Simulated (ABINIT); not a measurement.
An input for ABINIT 10.8.3 (ZnSe (Stilleite)):

```
acell 3*1.0 Angstrom
rprim 
  -0.000000000000 2.833800000000 2.833800000000
  2.833800000000 -0.000000000000 2.833800000000
  2.833800000000 2.833800000000 0.000000000000
ntypat 2
znucl 30 34
natom 2
typat 1 2
xred 
  0.000000000000 0.000000000000 0.000000000000
  0.250000000000 0.250000000000 0.250000000000
pp_dirpath "pseudos"
pseudos "Zn.upf, Se.upf"
ecut 48
ngkpt 4 4 4
nshiftk 1
shiftk 0 0 0
kptopt 1
chksymbreak 0
istwfk *1
occopt 1
irdwfk 1
optdriver 3
nband 95
ecuteps 5
inclvkb 2
awtr 1
symchi 1
gwcalctyp 27
nfreqre 1
nfreqim 0
irdqps 1
nqptdm 7
qptdm 
  0.2500000000 0.0000000000 0.0000000000
  0.5000000000 0.0000000000 0.0000000000
  0.2500000000 0.2500000000 0.0000000000
  0.5000000000 0.2500000000 0.0000000000
  -0.2500000000 0.2500000000 0.0000000000
  0.5000000000 0.5000000000 0.0000000000
  -0.2500000000 0.5000000000 0.2500000000
indata_prefix "in"
outdata_prefix "out"
tmpdata_prefix "tmp"
```

```sh
OMP_NUM_THREADS=1 mpirun -n 8 abinit run.abi > log; mrgscr < mrgscr.stdin
```

How long will it take on 8 MPI ranks of Arm Neoverse V1, shared host, and how much memory?

It took 75 s; on shared hardware allow 38 s to 2.5 min. Peak host memory was 1.7 GiB.

[Paths, hosts, dates, memory and timing lines, banners, echoed tables and standing remarks are left out of the program output.]

[Logs are printed without paths, hosts, clocks, repeated set-up lines and the standing remarks that a program may print on its own settings, such as how far it seeks lower states.]

[Runs of the session that timed out or met a known fault of the program may be left out.]

[Hosts, paths, dates, database ids (printed as entryN), source tags and the programs' standing remarks are cut or masked in the printed files.]

[G0W0 gaps are taken among the corrected bands and points alone; a level outside them can change the order at an edge.]

[Where Ansatz stands beside ABINIT at settings called matched, ABINIT's density can come from a denser mesh and the files from another edition; pairs whose starting gaps differed by over 0.03 eV were left out, so agreement reads better than it is.]
